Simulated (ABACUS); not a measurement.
**GaSb in ABACUS: the effect of functional**

GaSb:

```
Sb Ga
1.0
    -2.75343    2.75343    1.59071
     2.75343   -2.75343    1.59071
     2.75343    2.75343   -1.59071
Sb Ga
1 1
Cartesian
  0.0000 0.0000 0.0000
  0.0000 2.7534 0.7954
```

Measurements of this composition are mostly on another form, of space group No. 216.

Alike in all runs:

- Program: ABACUS 3.10.1
- Task: single point
- Potentials or basis: SG15 ONCV 1.2 PBE
- Cutoff: 1361 eV
- Density cutoff: 5442 eV
- Basis: DZP LCAO (the cutoffs set its grid)
- k mesh: 10 × 10 × 10
- Occupations: fermi-dirac, width 0.05 eV
- Spin: no spin polarisation

| functional | pressure (GPa) |
| --- | --- |
| LDA | -3.8 |
| PBE | 1.5 |
| PBEsol | -1.8 |
| RPBE | ? |
| PW91 | 1.4 |
| TPSS | -0.5 |
| r2SCAN | -1.7 |

What does the run with functional RPBE give?

Pressure 3.4 GPa.

Caveats: the atomic orbitals were generated for these runs and aren't a published set; the basis of atomic orbitals isn't converged, which shifts pressures, moduli and gaps; the potentials were made for another functional, which shifts forces and pressure (some runs).
